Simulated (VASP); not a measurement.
Te:

```xyz
3
Lattice="4.6014 0.0000 0.0000 -2.3007 3.9849 0.0000 0.0000 0.0000 5.9001" Properties=species:S:1:pos:R:3 pbc="T T T"
Te    1.1812    0.0000    1.9667
Te   -0.5906    1.0229    3.9334
Te    1.7101    2.9620    0.0000
```

| Property | Result |
| --- | --- |
| Program | VASP 6.6.1 |
| Task | relaxation of cell and atoms |
| Functional | LDA |
| Potentials or basis | VASP PAW LDA potentials, release 64 (Te) |
| Cutoff | 600 eV |
| k mesh | 9 × 9 × 6 |
| Occupations | gaussian, width 0.1 eV |
| Spin | no spin polarisation |

At the start: pressure -2.5 GPa; volume 36.06 Å³/atom.

Q: How do energy, volume and symmetry change on relaxing?

A: Over 13 steps the energy falls by 57.1 meV/atom and the volume is 31.31 Å³/atom (-13.2 %); space group P3_121 (No. 152, to 0.05 Å).

The path:
```csv
step,energy change (eV),largest force (eV/Å),pressure (GPa),volume (Å³)
1,0.0000,0.1165,-2.49,108.18
2,-0.0473,0.6355,1.26,99.66
3,-0.0538,0.4978,0.19,101.73
4,-0.0941,0.4118,0.26,99.62
5,-0.1571,0.2061,1.29,93.36
6,-0.1459,0.1070,-2.08,97.79
7,-0.1684,0.0614,-0.21,95.16
8,-0.1684,0.0640,-0.18,95.12
9,-0.1698,0.0481,-0.12,94.77
10,-0.1713,0.0088,0.05,93.85
11,-0.1713,0.0085,-0.12,94.07
12,-0.1714,0.0012,-0.02,93.95
13,-0.1714,0.0007,0.00,93.93
```

Final structure:
```cif
data_structure
_symmetry_space_group_name_H-M 'P 1'
_symmetry_Int_Tables_number 1
_cell_length_a 4.2738
_cell_length_b 4.2738
_cell_length_c 5.9383
_cell_angle_alpha 90.000
_cell_angle_beta 90.000
_cell_angle_gamma 120.000
_cell_volume 93.93
loop_
_atom_site_label
_atom_site_type_symbol
_atom_site_fract_x
_atom_site_fract_y
_atom_site_fract_z
_atom_site_occupancy
Te1 Te 0.28741 0.00000 0.33333 1
Te2 Te 0.00000 0.28741 0.66667 1
Te3 Te 0.71259 0.71259 0.00000 1
```
